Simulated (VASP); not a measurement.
# Ta (P6_3/mmc) in VASP: further runs, part 2 of 2

VASP 6.6.1.

### 3 Relaxation of cell and atoms, LDA

File INCAR:

```
SYSTEM = Ta
  PREC = Accurate
  ENCUT = 600
  EDIFF = 1E-7
  ISMEAR = 0
  SIGMA = 0.1
  LREAL = .FALSE.
  LASPH = .TRUE.
  NELM = 60
  ALGO = Fast
  ISIF = 3
  LWAVE = .FALSE.
  LCHARG = .FALSE.
  IBRION = 2
  NSW = 90
  EDIFFG = -0.005
```

File KPOINTS:

```
Automatic mesh
0
G
  18 18 10
  0 0 0
```

File POSCAR:

```
Ta
1.0
    2.9416827500      0.0000000000      0.0000000000
   -1.4708413800      2.5475719900      0.0000000000
    0.0000000000      0.0000000000      4.8037679400
Ta
2
Direct
    0.3333333300      0.6666666700      0.2500000000
    0.6666666700      0.3333333300      0.7500000000
```

Potentials or basis: VASP PAW LDA potentials, release 64 (Ta_pv).

Command:

```console
> cat potpaw_LDA.64/Ta_pv/POTCAR > POTCAR
> mpirun -np 1 vasp_std > vasp.out
```

Run time: 5.6 min. Hardware: 1 thread of Intel Xeon 6975P-C (Granite Rapids), shared host; peak memory 0.26 GiB.

It converged, with:

```
Free energy                            : -25.0506 eV
Relaxed volume                         : 17.74 Å³/atom
Relaxed cell                           : a = 2.842 Å, b = 2.842 Å, c = 5.071 Å, α = 90.00°, β = 90.00°, γ = 120.00°
Space group after relaxing (to 0.05 Å) : P6_3/mmc (No. 194)
Energy gained by relaxing              : 50.9 meV/atom
Ionic steps                            : 14
Pressure after relaxing                : 0.0 GPa
Band gap on the k mesh                 : none (metal or under the smearing width)
```

Step by step:
```csv
step,energy change (eV),largest force (eV/Å),pressure (GPa),volume (Å³)
1,0.0000,0.0000,-3.30,36.00
2,-0.0558,0.0000,8.96,34.06
3,-0.0635,0.0000,5.73,34.51
4,-0.0976,0.0000,2.51,35.09
5,-0.0978,0.0000,2.69,35.05
6,-0.1008,0.0000,-1.22,35.68
7,-0.1018,0.0000,0.07,35.46
8,-0.1018,0.0000,0.03,35.47
9,-0.1019,0.0000,-0.03,35.48
10,-0.1019,0.0000,-0.03,35.48
11,-0.1019,0.0000,-0.08,35.49
12,-0.1019,0.0000,-0.06,35.48
13,-0.1019,0.0000,0.04,35.47
14,-0.1019,0.0000,0.00,35.48
```

Final structure:
```xyz
2
Lattice="2.8423 0.0000 0.0000 -1.4211 2.4615 0.0000 0.0000 0.0000 5.0709" Properties=species:S:1:pos:R:3 pbc="T T T"
Ta    0.0000    1.6410    1.2677
Ta    1.4211    0.8205    3.8032
```

Levels at points of the mesh, in eV from the Fermi level:
```
           k point  band 7  band 8  band 9  band 10  band 11  band 12  band 13  band 14  band 15
(0.00, 0.00, 0.00)   -8.32   -5.07   -0.70     0.20     0.55     0.55     1.15     1.15     3.09
(0.50, 0.00, 0.00)   -4.20   -4.11   -3.60    -0.42    -0.24     0.53     0.81     5.85     6.87
(0.00, 0.00, 0.50)   -6.40   -6.40   -1.25    -1.25     0.61     0.61     0.61     0.61     4.64
(0.50, 0.00, 0.50)   -4.57   -4.57   -2.52    -2.52     1.82     1.82     2.68     2.68     5.92
```

The run has no spin-orbit coupling, so splittings on Ta are missing.

### 4 Relaxation of cell and atoms, PBE

Edit INCAR of step 3 so:

```diff
@@ -13,2 +13,3 @@
   LCHARG = .FALSE.
+  GGA = PE
   IBRION = 2
```

KPOINTS is that of step 3.

POSCAR is that of step 3.

Potentials or basis: VASP PAW PBE potentials, release 64 (Ta_pv).

Command:

```console
> cat potpaw_PBE.64/Ta_pv/POTCAR > POTCAR
> mpirun -np 1 vasp_std > vasp.out
```

OUTCAR:

```text
SYSTEM = Ta
   PREC = Accurate
   ENCUT = 600
   EDIFF = 1E-7
   ISMEAR = 0
   LREAL = .FALSE.
   LASPH = .TRUE.
   NELM = 60
   ISIF = 3
   GGA = PE
   IBRION = 2
   NSW = 90
   EDIFFG = -0.005

 ion  position               nearest neighbor table
   1  0.333  0.667  0.250-   2 2.94   2 2.94   2 2.94   2 2.94   2 2.94   2 2.94
   2  0.667  0.333  0.750-   1 2.94   1 2.94   1 2.94   1 2.94   1 2.94   1 2.94

  LATTYP: Found a hexagonal cell.
 ALAT       =     2.9416827500
 C/A-ratio  =     1.6330000031

  Lattice vectors:

 A1 = (   2.9416827500,   0.0000000000,   0.0000000000)
 A2 = (  -1.4708413800,   2.5475719900,   0.0000000000)
 A3 = (   0.0000000000,   0.0000000000,   4.8037679400)

[... 480 lines left out ...]

 val. band max:        5.5823691725   @ k =   0.2222   0.2222   0.0000
 cond. band min:       5.5929153172   @ k =   0.1667   0.0556   0.4000
 fundamental gap:      0.0105461447
 Fermi energy:         5.5899966025

 k-point     1 :       0.0000    0.0000    0.0000
  band No.  band energies     occupation
      1     -28.9639      2.00000
      2     -28.1327      2.00000
      3     -28.0299      2.00000
      4     -28.0299      2.00000
      5     -27.9449      2.00000
      6     -27.9449      2.00000
      7      -2.5884      2.00000
      8       0.7014      2.00000
      9       5.0809      2.00000
     10       5.5158      1.70625
     11       6.1953      0.00000
     12       6.1953      0.00000
     13       6.7702      0.00000
     14       6.7702      0.00000
[... 401 lines left out ...]
      2     -28.8763      2.00000
      3     -28.5358      2.00000
      4     -28.3641      2.00000
      5     -28.2671      2.00000
      6     -28.2199      2.00000
      7       1.8135      2.00000
      8       2.2705      2.00000
      9       2.4339      2.00000
     10       4.7543      2.00000
     11       5.2810      1.99999
     12       6.1258      0.00000
     13       6.1947      0.00000
     14      10.0438      0.00000
     15      10.6868      0.00000

 [... further k-points ...]
[... 5 lines left out ...]
  --------------------------------------------------------------------------------------
  -------------------------------------------------------------------------------------
  Total        0.0026865      0.0026865      0.0087362     -0.0000000     -0.0000000      0.0000000
  in kB        0.1148538      0.1148538      0.3734939     -0.0000000     -0.0000000      0.0000000
  external PRESSURE =       0.2010672 kB  Pullay stress =       0.0000000 kB
[... 17 lines left out ...]
  FREE ENERGIE OF THE ION-ELECTRON SYSTEM (eV)
  ---------------------------------------------------
  free  energy   TOTEN  =       -23.0733592287 eV

  energy  without entropy=      -23.0607608586  energy(sigma->0) =      -23.06706004

 reached required accuracy - stopping structural energy minimisation
```

OSZICAR:

```text
N       E                     dE             d eps       ncg     rms          rms(c)
DAV:   1     0.174148678685E+03    0.17415E+03   -0.14234E+04  6660   0.169E+03
DAV:   2    -0.200630226090E+02   -0.19421E+03   -0.19257E+03  8249   0.422E+02
[... 119 lines left out ...]
   8 F= -.23073358E+02 E0= -.23067060E+02  d E =-.487929E-03
       N       E                     dE             d eps       ncg     rms          rms(c)
DAV:   1    -0.230733623522E+02   -0.43391E-05   -0.92826E-05  7899   0.113E-01    0.134E-02
RMM:   2    -0.230733599896E+02    0.23626E-05   -0.35900E-06  6665   0.176E-02    0.499E-03
RMM:   3    -0.230733593478E+02    0.64178E-06   -0.25457E-06  6715   0.131E-02    0.219E-03
RMM:   4    -0.230733591982E+02    0.14962E-06   -0.21252E-07  4442   0.412E-03    0.136E-03
RMM:   5    -0.230733592287E+02   -0.30462E-07   -0.13648E-07  3970   0.307E-03
   9 F= -.23073359E+02 E0= -.23067060E+02  d E =-.489231E-03
```

Wall time 5.2 min (1 thread of Intel Xeon 6975P-C (Granite Rapids), shared host); peak memory 0.27 GiB.

What came out:

```yaml
Free_energy: -23.0734 eV
Relaxed_volume: 18.74 Å³/atom
Relaxed_cell: a = 2.901 Å, b = 2.901 Å, c = 5.143 Å, α = 90.00°, β = 90.00°, γ = 120.00°
Space_group_after_relaxing_to_0.05_Å: P6_3/mmc (No. 194)
Energy_gained_by_relaxing: 60.1 meV/atom
Ionic_steps: 9
Pressure_after_relaxing: 0.0 GPa
Band_gap_on_the_k_mesh: none (metal or under the smearing width)
```

Step by step:
| step | energy change (eV) | largest force (eV/Å) | pressure (GPa) | volume (Å³) |
| --- | --- | --- | --- | --- |
| 1 | 0.0000 | 0.0000 | 8.13 | 36.00 |
| 2 | 0.0523 | 0.0000 | -14.25 | 40.92 |
| 3 | -0.0723 | 0.0000 | -3.03 | 38.05 |
| 4 | -0.1195 | 0.0000 | -0.64 | 37.62 |
| 5 | -0.1198 | 0.0000 | -0.85 | 37.65 |
| 6 | -0.1189 | 0.0000 | 1.43 | 37.20 |
| 7 | -0.1203 | 0.0000 | -0.04 | 37.48 |
| 8 | -0.1203 | 0.0000 | 0.05 | 37.47 |
| 9 | -0.1203 | 0.0000 | 0.02 | 37.48 |

Final structure:
```
Ta
1.0
     2.90057    0.00000    0.00000
    -1.45028    2.51197    0.00000
     0.00000    0.00000    5.14342
Ta
2
Direct
  0.33333 0.66667 0.25000
  0.66667 0.33333 0.75000
```

The run has no spin-orbit coupling, so splittings on Ta are missing.

### 5 Relaxation of cell and atoms, PBE+D3(BJ)

Edit INCAR of step 4 so:

```diff
@@ -14,2 +14,3 @@
   GGA = PE
+  IVDW = 12
   IBRION = 2
```

KPOINTS is that of step 4.

POSCAR is that of step 4.

Command:

```console
> cat potpaw_PBE.64/Ta_pv/POTCAR > POTCAR
> mpirun -np 1 vasp_std > vasp.out
```

It took 4.6 min on 1 thread of Intel Xeon 6975P-C (Granite Rapids), shared host; peak memory 0.27 GiB.

It converged, with:

```yaml
Free_energy: -24.3646 eV
Relaxed_volume: 18.19 Å³/atom
Relaxed_cell: a = 2.874 Å, b = 2.874 Å, c = 5.085 Å, α = 90.00°, β = 90.00°, γ = 120.00°
Space_group_after_relaxing_to_0.05_Å: P6_3/mmc (No. 194)
Energy_gained_by_relaxing: 42.8 meV/atom
Ionic_steps: 8
Pressure_after_relaxing: 0.0 GPa
Band_gap_on_the_k_mesh: none (metal or under the smearing width)
Dispersion_energy_per_atom: -0.655 eV
```

Step by step:
```
step  energy change (eV)  largest force (eV/Å)  pressure (GPa)  volume (Å³)
   1              0.0000                0.0000            2.04        36.00
   2             -0.0708                0.0000           -4.19        37.15
   3             -0.0709                0.0000           -4.30        37.18
   4             -0.0200                0.0000            7.77        35.23
   5             -0.0849                0.0000           -0.90        36.55
   6             -0.0849                0.0000           -0.75        36.53
   7             -0.0852                0.0000            0.60        36.27
   8             -0.0856                0.0000           -0.03        36.39
```

Final structure:
```
Ta
1.0
     2.87448    0.00000    0.00000
    -1.43724    2.48937    0.00000
     0.00000    0.00000    5.08530
Ta
2
Direct
  0.33333 0.66667 0.25000
  0.66667 0.33333 0.75000
```

Levels at points of the mesh, in eV from the Fermi level:
```tsv
k point	band 8	band 9	band 10	band 11	band 12	band 13	band 14	band 15
(0.00, 0.00, 0.00)	-4.99	-0.53	0.02	0.59	0.59	1.20	1.20	3.02
(0.50, 0.00, 0.00)	-3.97	-3.46	-0.43	-0.34	0.57	0.82	5.80	6.63
(0.00, 0.00, 0.50)	-6.40	-1.17	-1.17	0.64	0.64	0.64	0.64	4.57
(0.50, 0.00, 0.50)	-4.46	-2.37	-2.37	1.59	1.59	2.66	2.66	5.79
```

Caveat: pairwise dispersion overbinds metals, which lowers pressure and volume.

### 6 Summary

| level | potentials or basis | gap on the mesh (eV) | pressure (GPa) | relaxed volume (Å³/atom) |
| --- | --- | --- | --- | --- |
| PBEsol | VASP PAW PBE potentials, release 64 (Ta_pv) | none | 0.0 | 18.13 |
| LDA | VASP PAW LDA potentials, release 64 (Ta_pv) | none | 0.0 | 17.74 |
| PBE | VASP PAW PBE potentials, release 64 (Ta_pv) | none | 0.0 | 18.74 |
| PBE+D3(BJ) | VASP PAW PBE potentials, release 64 (Ta_pv) | none | 0.0 | 18.19 |

Alike in all rows: task relaxation of cell and atoms; no spin polarisation; cell relaxed; k mesh 18 × 18 × 10; cutoff (eV) 600; smearing gaussian 0.1 eV.

Caveats: the PAW data sets were made with another functional, which shifts forces and pressure a little (some runs); pairwise dispersion overbinds metals, which lowers pressure and volume (some runs).

Absolute energies hang on the potentials; compare differences alone.
